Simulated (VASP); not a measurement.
Wanted: the native input for a VASP 6.6.1 run.

- Task: relaxation of cell and atoms
- Functional: PBE
- Potentials or basis: VASP PAW PBE potentials, release 64 (Mg)
- Cutoff: 600 eV
- k mesh: 21 × 21 × 12
- Occupations: methfessel-paxton, width 0.1 eV
- Spin: no spin polarisation
- Dipole correction: no
- Further INCAR settings: ALGO = Fast; EDIFF = 1e-07; IBRION = 2; EDIFFG = -0.002; NSW = 80; ISIF = 3

The structure of Mg lies in POSCAR:

```
Mg
1.0
    3.2093000000      0.0000000000      0.0000000000
   -1.6046500000      2.7793353284      0.0000000000
    0.0000000000      0.0000000000      5.2103000000
Mg
2
Direct
    0.3333333333      0.6666666667      0.2500000000
    0.6666666667      0.3333333333      0.7500000000
```

The input as run:

INCAR

```
SYSTEM = Mg
  PREC = Accurate
  ENCUT = 600
  EDIFF = 1E-7
  ISMEAR = 1
  SIGMA = 0.1
  LREAL = .FALSE.
  LASPH = .TRUE.
  NELM = 80
  ALGO = Fast
  ISIF = 3
  LWAVE = .FALSE.
  LCHARG = .FALSE.
  GGA = PE
  IBRION = 2
  NSW = 80
  EDIFFG = -0.002
```

KPOINTS

```
Automatic mesh
0
G
  21 21 12
  0 0 0
```

Potentials or basis: VASP PAW PBE potentials, release 64 (Mg).

Command:

```console
$ cat potpaw_PBE.64/Mg/POTCAR > POTCAR
$ mpirun -np 1 vasp_std > vasp.out
```

It gave:

```json
{"Relaxed volume": "22.86 Å³/atom", "Relaxed cell": "a = 3.191 Å, b = 3.191 Å, c = 5.183 Å, α = 90.00°, β = 90.00°, γ = 120.00°", "Space group after relaxing (to 0.05 Å)": "P6_3/mmc (No. 194)", "Energy gained by relaxing": "0.7 meV/atom", "Ionic steps": "3", "Pressure after relaxing": "0.0 GPa", "Band gap on the k mesh": "none (metal or under the smearing width)"}
```

Wall time 90 s on 1 thread of Intel(R) Xeon(R) Platinum 8488C (Sapphire Rapids) (shared host), peak memory 0.29 GiB.
